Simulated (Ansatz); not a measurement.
Runs of Ansatz 0.2.0 on BaZrO3. The structure is cubic, space group Pm-3m (No. 221). The conventional cell has a = 4.191 Å, b = 4.191 Å, c = 4.191 Å, α = 90.00°, β = 90.00°, γ = 90.00°. Ba (site symmetry m-3m) has 12 O at 2.96 Å as nearest neighbours. Zr (site symmetry m-3m) has 6 O at 2.10 Å as nearest neighbours. Around O (site symmetry 4/mmm) lie 2 Zr at 2.10 Å. 

```tsv
task	level	cutoff (eV)	basis error allowed	gap on the mesh (eV)	pressure (GPa)
single point	PBEsol	346	0.001 eV/atom	3.15	-1.2
band structure	LDA	319	0.002 eV/atom	3.13	-5.1
band structure	PBEsol	319	0.002 eV/atom	3.15	-1.2
band structure	PBE	320	0.002 eV/atom	3.24	(a)
```

Alike in all rows: potentials or basis all-electron LAPW, scalar-relativistic; no spin polarisation; cell as given; k mesh 6 × 6 × 6; smearing fermi-dirac 0.05 eV.

**Question.** Estimate the missing entries.

**Answer.** (a) 4.0.

Caveats: spin-orbit coupling is left out, which moves the levels of the heavy elements.

A k mesh can miss the band edges, and the runs leave out spin-orbit coupling on Ba, Zr.

Not every run made on this cell is shown here.
